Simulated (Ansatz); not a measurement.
Input and command of a calculation in Ansatz (plane waves; scalar-relativistic PAW potentials unless the input names others):

```yaml
crystal:
  lattice:
    - [2.8370112079, 0.0, 0.0]
    - [-1.4185056039, 2.4569237768, 0.0]
    - [0.0, 0.0, 5.6813325896]
  atoms:
    - { symbol: Si, position: [0.3333333333, 0.6666666667, 0.5157939723] }
    - { symbol: Si, position: [0.6666666667, 0.3333333333, 1.0157939723] }
    - { symbol: "N", position: [0.3333333333, 0.6666666667, 0.8592060277] }
    - { symbol: "N", position: [0.6666666667, 0.3333333333, 0.3592060277] }
basis:
  ecutwfc: 420
kpoints:
  mp_grid: { grid: [22, 22, 10] }
hamiltonian:
  xc: pbe
scf:
  occupations: { method: gaussian, width: 0.1 }
output:
  forces: true
  eigenvalues: true
  stress: true
```

```bash
ansatz run input.yaml --threads 1 --pin off --max-ram 2560MiB --backend cpu --events-out ev --progress --plain --runs-dir out
```

Abridged log:
```
Basis set: ecut = 420 eV, 799 PW (Γ), exchange–correlation on 40×40×80 points (8 copies of the dense FFT grid, shifted against one another)
Bands: 13, of which v1, the nominal top of the filled ones, is band 9 counted from 1 (8 counted from 0)
Symmetry: 12 space group operations
k-points: 312 of 4840 (time reversal used)
SCF iter   1: F=—  HF=-2039.744504 eV  |F-HF|=—  |Δ(HF+E_count)|=         —  Δρ=9.66e-3  dr2=2.71e-2  ethr=1.77e-3  ⟨swp⟩=5.2  Hψ=25532  notcnv=0
SCF iter   2: F=—  HF=-2039.741024 eV  |F-HF|=—  |Δ(HF+E_count)|=   3.48e-3  Δρ=4.92e-3  dr2=7.20e-3  ethr=1.51e-4  ⟨swp⟩=1.0  Hψ=6552  notcnv=0
SCF iter   3: F=—  HF=-2039.739962 eV  |F-HF|=—  |Δ(HF+E_count)|=   1.06e-3  Δρ=3.49e-4  dr2=4.44e-5  ethr=4.00e-5  ⟨swp⟩=2.5  Hψ=6897  notcnv=0
SCF iter   4: F=—  HF=-2039.740007 eV  |F-HF|=—  |Δ(HF+E_count)|=   4.47e-5  Δρ=8.82e-5  dr2=1.88e-6  ethr=2.47e-7  ⟨swp⟩=2.0  Hψ=6464  notcnv=0
SCF iter   5: F=-2039.740007 eV  HF=-2039.740007 eV  |F-HF|=1.18e-8  |Δ(HF+E_count)|=   1.31e-7  Δρ=1.04e-5  dr2=3.23e-8  ethr=1.05e-8  ⟨swp⟩=2.6  Hψ=6909  notcnv=0
SCF iter   6: F=-2039.740007 eV  HF=-2039.740007 eV  |F-HF|=6.61e-10  |Δ(HF+E_count)|=  7.28e-12  Δρ=2.02e-6  dr2=1.33e-9  ethr=1.79e-10  ⟨swp⟩=2.4  Hψ=14944  notcnv=0
SCF 1 converged in 6 iterations: F = -2039.740007 eV  dr2 = 1.33e-9
SCF converged after 6 iterations
Free energy (F): -2039.740007 eV
Harris-Foulkes:  -2039.740007 eV  (|F-HF|=6.61e-10)
Internal energy: -2039.734606 eV  (E = F + TS)
E sigma→0 (E₀):  -2039.737306 eV
Entropy (-TS):   -0.005401 eV (-1.350 meV/atom)
Fermi energy:    12.445774 eV
--- Forces (eV/Å), atoms counted from 1 ---
  atom   1  Si     0.00000000     0.00000000     0.00475554
  atom   2  Si     0.00000000     0.00000000     0.00475554
  atom   3  N      0.00000000     0.00000000    -0.00478119
  atom   4  N      0.00000000     0.00000000    -0.00478119
--- Stress (GPa, compression-positive) ---
        0.028140       0.000000       0.000000
        0.000000       0.028140       0.000000
        0.000000       0.000000      -0.136388
  P = ⅓ Tr σ = -0.0267 GPa (-0.267 kbar)
```

Apart from outputs, empty bands and the relaxation, which only the reference makes, the input differs from a reference run on usual settings in kpoints.mp_grid.grid: [18, 18, 8] → [22, 22, 10]. The reference, at the same geometry, ended its own course with pressure -0.01 GPa, largest force 0.000 eV/Å, no gap on the mesh. This run converged in 6 SCF iterations with an energy at zero smearing 1.41 meV/atom below the reference's, pressure -0.03 GPa, largest force 0.005 eV/Å, no gap on the mesh.

Time: 16 s on 1 thread of Intel(R) Xeon(R) Platinum 8259CL CPU @ 2.50GHz (Skylake/Cascade Lake) (shared host), peak memory 0.51 GiB.